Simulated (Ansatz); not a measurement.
HfN:

```
Hf N
1.0
     2.82503    0.00000    0.00000
     0.00000    2.82503    0.00000
     0.00000    0.00000    2.82503
Hf N
1 1
Cartesian
  1.4125 1.4125 1.4125
  0.0000 0.0000 0.0000
```

The cell was built by a generator and needn't be a form met in nature.

Base run:

```yaml
Program: Ansatz 0.2.0
Functional: PBE
Potentials_or_basis: Ansatz PAW
Cutoff: "420 eV (not typed: the program's choice for these potentials)"
k_mesh: 9 × 9 × 9
Occupations: fermi-dirac, width 0.05 eV
Spin: no spin polarisation
```

Its results: band gap on the k mesh none (metal or under the smearing width); pressure 0.1 GPa.

Question: The run is repeated on the same cell with these changes: functional from PBE to RPBE. What comes out?

Answer: Band gap on the k mesh none (metal or under the smearing width); pressure 4.8 GPa.

RPBE binds less tightly than PBE, so the same cell stands under more pressure.

Caveats: spin-orbit coupling is left out, which moves the levels of the heavy elements (some runs); the PAW data sets come from PBE, with cores solved anew for the run's functional, which leaves a small shift of forces and pressure (some runs).
